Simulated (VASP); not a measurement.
# GaAs (F-43m) in VASP: a series of runs

The runs below take GaAs through relaxation of cell and atoms, single point, with PBE, HSE06.

Program: VASP 6.6.1. These are calculated values, not measurements. Logs are shortened: lines on timing, memory, paths and dates and some standing lists are left out, and cuts for length are marked.

## (1) Starting point

Symmetry: F-43m, No. 216, cubic system. The conventional cell has a = 5.654 Å, b = 5.654 Å, c = 5.654 Å, α = 90.00°, β = 90.00°, γ = 90.00°. Around As (site symmetry -43m) lie 4 Ga at 2.45 Å. Around Ga (site symmetry -43m) lie 4 As at 2.45 Å.

## (2) Relaxation of cell and atoms, PBE

INCAR

```
SYSTEM = GaAs
PREC = Accurate
ENCUT = 680
EDIFF = 1E-7
ISMEAR = -1
SIGMA = 0.05
LREAL = .False.
LASPH = .True.
NELM = 100
ALGO = Normal
ISIF = 3
LWAVE = .False.
LCHARG = .False.
GGA = PE
IBRION = 2
NSW = 60
EDIFFG = -0.01
```

KPOINTS

```
Automatic mesh
0
Gamma
  8 8 8
  0 0 0
```

POSCAR

```
GaAs
1.0
    0.0000000000      2.8268500000      2.8268500000
    2.8268500000      0.0000000000      2.8268500000
    2.8268500000      2.8268500000      0.0000000000
As Ga
1 1
Direct
    0.7500000000      0.7500000000      0.7500000000
    0.0000000000      0.0000000000      0.0000000000
```

Potentials or basis: VASP PAW PBE potentials, release 64 (As_GW, Ga_d_GW).

Run with:

```bash
$ cat potpaw_PBE.64/As_GW/POTCAR potpaw_PBE.64/Ga_d_GW/POTCAR > POTCAR
$ mpirun -np 1 vasp_std > vasp.out
```

OUTCAR:

```text
SYSTEM = GaAs
   PREC = Accurate
   ENCUT = 680
   EDIFF = 1E-7
   ISMEAR = -1
   LREAL = .False.
   LASPH = .True.
   NELM = 100
   ISIF = 3
   GGA = PE
   IBRION = 2
   NSW = 60
   EDIFFG = -0.01

 ion  position               nearest neighbor table
   1  0.750  0.750  0.750-   2 2.45   2 2.45   2 2.45   2 2.45
   2  0.000  0.000  0.000-   1 2.45   1 2.45   1 2.45   1 2.45

  LATTYP: Found a face centered cubic cell.
 ALAT       =     5.6537000000

  Lattice vectors:

 A1 = (   0.0000000000,   2.8268500000,   2.8268500000)
 A2 = (   2.8268500000,   0.0000000000,   2.8268500000)
 A3 = (   2.8268500000,   2.8268500000,   0.0000000000)

Analysis of symmetry for initial positions (statically):
=====================================================================
 Subroutine PRICEL returns:
 Original cell was already a primitive cell.

 Routine SETGRP: Setting up the symmetry group for a
 face centered cubic supercell.

 Subroutine GETGRP returns: Found 24 space group operations
 (whereof 24 operations were pure point group operations)
 out of a pool of 48 trial point group operations.

The static configuration has the point symmetry T_d .

Analysis of symmetry for dynamics (positions and initial velocities):
=====================================================================
 Subroutine PRICEL returns:
 Original cell was already a primitive cell.

 Routine SETGRP: Setting up the symmetry group for a
 face centered cubic supercell.

 Subroutine GETGRP returns: Found 24 space group operations
 (whereof 24 operations were pure point group operations)
 out of a pool of 48 trial point group operations.

The dynamic configuration has the point symmetry T_d .

 Subroutine INISYM returns: Found 24 space group operations
 (whereof 24 operations are pure point group operations),
 and found     1 'primitive' translations

----------------------------------------------------------------------------------------

                                     Primitive cell

  volume of cell :      45.1792

  direct lattice vectors                    reciprocal lattice vectors
     0.000000000  2.826850000  2.826850000    -0.176875321  0.176875321  0.176875321
     2.826850000  0.000000000  2.826850000     0.176875321 -0.176875321  0.176875321
     2.826850000  2.826850000  0.000000000     0.176875321  0.176875321 -0.176875321

  length of vectors
     3.997769609  3.997769609  3.997769609     0.306357042  0.306357042  0.306357042

  position of ions in fractional coordinates (direct lattice)
     0.750000000  0.750000000  0.750000000
     0.000000000  0.000000000  0.000000000

  ion indices of the primitive-cell ions
   primitive index   ion index
                 1           1
                 2           2

----------------------------------------------------------------------------------------

 KPOINTS: Automatic mesh

Automatic generation of k-mesh.
 Grid dimensions read from file:
 generate k-points for:    8    8    8

 Generating k-lattice:

  Cartesian coordinates                     Fractional coordinates (reciprocal lattice)
    -0.022109415  0.022109415  0.022109415     0.125000000  0.000000000  0.000000000
     0.022109415 -0.022109415  0.022109415     0.000000000  0.125000000  0.000000000
     0.022109415  0.022109415 -0.022109415     0.000000000  0.000000000  0.125000000

  Length of vectors
     0.038294630  0.038294630  0.038294630

  Shift w.r.t. Gamma in fractional coordinates (k-lattice)
     0.000000000  0.000000000  0.000000000

 Subroutine IBZKPT returns following result:
 ===========================================

 Found     29 irreducible k-points:

 Following reciprocal coordinates:
            Coordinates               Weight
  0.000000  0.000000  0.000000      1.000000
  0.125000  0.000000  0.000000      8.000000
  0.250000  0.000000  0.000000      8.000000
  0.375000  0.000000  0.000000      8.000000
  0.500000  0.000000  0.000000      4.000000
  0.125000  0.125000  0.000000      6.000000
[... 16 lines left out ...]
  0.500000  0.250000  0.125000     48.000000
 -0.375000  0.250000  0.125000     24.000000
 [... further k-points ...]
   k-points           NKPTS =     29   k-points in BZ     NKDIM =     29   number of bands    NBANDS=     13
   number of dos      NEDOS =    301   number of ions     NIONS =      2
   total plane-waves  NPLWV =  46656
   dimension x,y,z NGX =    36 NGY =   36 NGZ =   36
   dimension x,y,z NGXF=    72 NGYF=   72 NGZF=   72
   ions per type =               1   1
   NGX,Y,Z   is equivalent  to a cutoff of  14.97, 14.97, 14.97 a.u.
   NGXF,Y,Z  is equivalent  to a cutoff of  29.94, 29.94, 29.94 a.u.
 SYSTEM =  GaAs
   PREC   = accura    normal or accurate (medium, high low for compatibility)
   ISTART =      0    job   : 0-new  1-cont  2-samecut
   ICHARG =      2    charge: 1-file 2-atom 10-const
   ISPIN  =      1    spin polarized calculation?
   LNONCOLLINEAR =      F non collinear calculations
   LSORBIT =      F    spin-orbit coupling
   LASPH  =      T    aspherical Exc in radial PAW
   ENCUT  =  680.0 eV  49.98 Ry    7.07 a.u.   8.50  8.50  8.50*2*pi/ulx,y,z
   NELM   =    100;   NELMIN=  2; NELMDL= -5     # of ELM steps
   EDIFF  = 0.1E-06   stopping-criterion for ELM
   LREAL  =      F    real-space projection
   EDIFFG = -.1E-01   stopping-criterion for IOM
   NSW    =     60    number of steps for IOM
   IBRION =      2    ionic relax: 0-MD 1-quasi-New 2-CG
   NFREE  =      1    steps in history (QN), initial steepest desc. (CG)
   ISIF   =      3    stress and relaxation
   ISYM   =      2    0-nonsym 1-usesym 2-fastsym
   POTIM  = 0.5000    time-step for ionic-motion
   TEBEG  =    0.0;   TEEND  =   0.0 temperature during run
   PSTRESS=    0.0 pullay stress
   NELECT =      18.0000    total number of electrons
   NUPDOWN=      -1.0000    fix difference up-down
   EMIN   =  10.00;   EMAX   =-10.00  energy-range for DOS
   EFERMI =   0.00;   METHOD = LEGACY
   ISMEAR =    -1;   SIGMA  =   0.05  broadening in eV -4-tet -1-fermi 0-gaus
   EFERMI_NEDOS =   21; number of points for ismear=-14 and -15
   IALGO  =     38    algorithm
   IMIX   =      4    mixing-type and parameters
     AMIX     =   0.40;   BMIX     =  1.00
     AMIX_MAG =   1.60;   BMIX_MAG =  1.00
  volume/ion in A,a.u.               =      22.59       152.44
  Fermi-wavevector in a.u.,A,eV,Ry     =   1.204628  2.276417 19.743799  1.451128
  Thomas-Fermi vector in A             =   2.340347
   LORBIT       =      0    0 simple, 1 ext, 2 COOP (PROOUT), +10 PAW based schemes
   GGA     = PE    functional components
   LHFCALC =     F    Hartree Fock is set to
   AEXX    =    0.0000 exact exchange contribution
   IVDW    =     0    specifies the selected vdW correction
   LEPSILON=     F    determine dielectric tensor
   LRPA    =     F    only Hartree local field effects (RPA)
 conjugate gradient relaxation of ions
 non-spin polarized calculation
  energy-cutoff  :      680.00
  volume of cell :       45.18
 maximum number of plane-waves:      1840
 NGX is ok and might be reduce to    36
   NGX = 17   NGY = 17   NGZ = 17

--------------------------------------- Ionic step        1  -------------------------------------------

 number of electron      17.9999998 magnetization

 Free energy of the ion-electron system (eV)
  ---------------------------------------------------
  ext. energy  EPLUGINS =         0.00000000
  ---------------------------------------------------
  free energy    TOTEN  =        -8.24399150 eV

  energy without entropy =       -8.24396472  energy(sigma->0) =       -8.24397811

------------------------ aborting loop because EDIFF is reached ----------------------------------------

  FORCE on cell =-STRESS in cart. coord.  units (eV):
  Direction    XX          YY          ZZ          XY          YZ          ZX
  --------------------------------------------------------------------------------------
  -------------------------------------------------------------------------------------
  Total        0.9584070      0.9584070      0.9584070      0.0000000     -0.0000000      0.0000000
  in kB       33.9877404     33.9877404     33.9877404      0.0000000     -0.0000000      0.0000000
  external PRESSURE =      33.9877404 kB  Pullay stress =       0.0000000 kB
[... 57 lines left out ...]
  energy  without entropy=       -8.2628049865  energy(sigma->0) =       -8.26307132

--------------------------------------- Ionic step        3  -------------------------------------------

 number of electron      18.0000001 magnetization

 Free energy of the ion-electron system (eV)
  ---------------------------------------------------
  ext. energy  EPLUGINS =         0.00000000
  ---------------------------------------------------
  free energy    TOTEN  =        -8.26676075 eV

  energy without entropy =       -8.26640560  energy(sigma->0) =       -8.26658317

 E-fermi :   3.5179     XC(G=0):  -9.4539

 val. band max:        3.4070717665   @ k =   0.0000   0.0000   0.0000
 cond. band min:       3.5547191475   @ k =   0.0000   0.0000   0.0000
 fundamental gap:      0.1476473810
 Fermi energy:         3.5178804018

 k-point     1 :       0.0000    0.0000    0.0000
  band No.  band energies     occupation
      1     -11.3095      2.00000
      2     -11.3095      2.00000
      3     -11.3095      2.00000
      4     -11.2415      2.00000
      5     -11.2415      2.00000
      6      -8.9805      2.00000
      7       3.4071      1.80339
      8       3.4071      1.80339
      9       3.4071      1.80338
     10       3.5547      0.64742
     11       7.1195      0.00000
     12       7.1195      0.00000
     13       7.1195      0.00000
[... 353 lines left out ...]
 k-point    24 :      -0.3750    0.2500    0.1250
  band No.  band energies     occupation
      1     -11.3824      2.00000
      2     -11.2883      2.00000
      3     -11.2819      2.00000
      4     -11.2449      2.00000
      5     -11.2383      2.00000
      6      -7.0480      2.00000
      7      -2.8623      2.00000
      8       0.3594      2.00000
      9       1.5964      2.00000
     10       6.2758      0.00000
     11       7.5766      0.00000
     12       9.5798      0.00000
     13      10.8675      0.00000

 [... further k-points ...]
[... 5 lines left out ...]
  --------------------------------------------------------------------------------------
  -------------------------------------------------------------------------------------
  Total        0.0128151      0.0128151      0.0128151      0.0000000     -0.0000000      0.0000000
  in kB        0.4328198      0.4328198      0.4328198      0.0000000     -0.0000000      0.0000000
  external PRESSURE =       0.4328198 kB  Pullay stress =       0.0000000 kB
[... 17 lines left out ...]
  FREE ENERGIE OF THE ION-ELECTRON SYSTEM (eV)
  ---------------------------------------------------
  free  energy   TOTEN  =        -8.2667607470 eV

  energy  without entropy=       -8.2664055953  energy(sigma->0) =       -8.26658317

 reached required accuracy - stopping structural energy minimisation
```

It took 1.9 min on 1 thread of Intel Xeon Platinum 8488C (Sapphire Rapids), shared host; peak memory 0.23 GiB.

Results:

```
Free energy                            : -8.2668 eV
Relaxed volume                         : 23.72 Å³/atom
Relaxed cell                           : a = 4.063 Å, b = 4.063 Å, c = 4.063 Å, α = 60.00°, β = 60.00°, γ = 60.00°
Space group after relaxing (to 0.05 Å) : F-43m (No. 216)
Energy gained by relaxing              : 11.4 meV/atom
Ionic steps                            : 3
Pressure after relaxing                : 0.0 GPa
Band gap on the k mesh                 : 0.15 eV, direct
```

The path:
| step | energy change (eV) | largest force (eV/Å) | pressure (GPa) | volume (Å³) |
| --- | --- | --- | --- | --- |
| 1 | 0.0000 | 0.0000 | 3.40 | 45.18 |
| 2 | -0.0193 | 0.0000 | -1.13 | 48.39 |
| 3 | -0.0228 | 0.0000 | 0.04 | 47.44 |

Final structure:
```yaml
crystal:
  lattice:
    - [0.00000, 2.87319, 2.87319]
    - [2.87319, 0.00000, 2.87319]
    - [2.87319, 2.87319, 0.00000]
  atoms:
    - { symbol: As, position: [0.75000, 0.75000, 0.75000] }
    - { symbol: Ga, position: [0.00000, 0.00000, 0.00000] }
```

Levels at points of the mesh, in eV from the valence-band top:
| k point | band 5 | band 6 | band 7 | band 8 | band 9 | band 10 | band 11 | band 12 | band 13 |
| --- | --- | --- | --- | --- | --- | --- | --- | --- | --- |
| (0.00, 0.00, 0.00) | -14.65 | -12.39 | 0.00 | 0.00 | 0.00 | 0.15 | 3.71 | 3.71 | 3.71 |
| (0.50, 0.00, 0.00) | -14.65 | -10.77 | -6.38 | -1.07 | -1.07 | 0.86 | 4.61 | 4.61 | 7.69 |
| (0.50, 0.50, 0.00) | -14.64 | -10.09 | -6.60 | -2.51 | -2.51 | 1.55 | 1.67 | 9.77 | 9.77 |

(Continued in part 2 of 3.)
